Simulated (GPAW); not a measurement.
ZnS:

```
Zn S
1.0
     0.00000    2.70200    2.70200
     2.70200    0.00000    2.70200
     2.70200    2.70200    0.00000
Zn S
1 1
Direct
  0.25000 0.25000 0.25000
  0.00000 0.00000 0.00000
```

Program: GPAW 26.7.0. Alike in all runs: task band structure; no spin polarisation; cell as given; k mesh 7 × 7 × 7; cutoff (eV) 600; smearing fermi-dirac 0.05 eV.

Task: Order these runs on this cell by their pressure, lowest first.
A. level mBEEF; potentials or basis GPAW PAW data sets (gpaw-data 1.2.1), pw; band points 60
B. level BLYP; potentials or basis PAW data sets generated in the run's folder for this functional, pw; band points 100; eigensolver davidson
C. level rSCAN; potentials or basis GPAW PAW data sets (gpaw-data 1.2.1), pw; band points 100

Result: C (-1.2 GPa), A (0.8 GPa), B (4.8 GPa).

Caveats: the PAW data sets were made with another functional, which shifts forces and pressure a little (some runs).
